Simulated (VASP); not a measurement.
Here is a VASP 6.6.1 calculation.

Contents of INCAR:

```
PREC     = Accurate       # precision mode
ENCUT    = 600            # plane-wave cutoff, eV
EDIFF    = 1E-8           # SCF threshold, eV
ISMEAR   = 0              # smearing method
SIGMA    = 0.02           # smearing width, eV
LREAL    = False          # projectors in reciprocal space
LASPH    = True           # aspherical terms in the spheres
NELM     = 60             # most SCF steps
ALGO     = Fast           # electronic algorithm
ISIF     = 2              # what is computed and relaxed
LWAVE    = False          # write WAVECAR
LCHARG   = False          # write CHGCAR
GGA      = CA             # functional
LEPSILON = True           # dielectric tensor by DFPT
KPAR     = 4
```

The input KPOINTS:

```
Automatic mesh
0
Gamma
  12 12 4
```

The input POSCAR:

```
BN                                      
1.0
    2.4901203009     -0.0000000000     -0.0000000000
   -1.2450601505      2.1565074391     -0.0000000000
   -0.0000000000      0.0000000000      6.4340342432
  B               N             
     2     2
Direct
     0.3333333332999970    0.6666666667000030    0.2500000000000000
     0.6666666667000030    0.3333333332999970    0.7500000000000000
     0.6666666667000030    0.3333333332999970    0.2500000000000000
     0.3333333332999970    0.6666666667000030    0.7500000000000000
```

Potentials or basis: VASP PAW LDA potentials, release 64 (B, N).

Command:

```console
$ cat potpaw_LDA.64/B/POTCAR potpaw_LDA.64/N/POTCAR > POTCAR
$ mpirun -np 4 vasp_std > vasp.out
```

Task: Estimate the electronic dielectric tensor (diagonal).

Result: 4.94, 4.94, 2.91.

Task: What does it give for the Born charges (mean of the diagonal)?

Result: B +2.08; N -2.08 e.

Task: Estimate the band gap on the k mesh.

Result: 4.03 eV, indirect (least direct gap 4.43 eV).

Born effective charge tensors (e):
atom 1, B
```
2.71 0.00 0.00
0.00 2.71 0.00
0.00 0.00 0.83
```
atom 2, B
```
2.71 0.00 0.00
0.00 2.71 0.00
0.00 0.00 0.83
```
atom 3, N
```
-2.71  0.00  0.00
 0.00 -2.71  0.00
 0.00  0.00 -0.83
```
atom 4, N
```
-2.71  0.00  0.00
 0.00 -2.71  0.00
 0.00  0.00 -0.83
```

A k mesh can miss the band edges. LDA gaps usually lie below the measured ones, often by a third to a half.
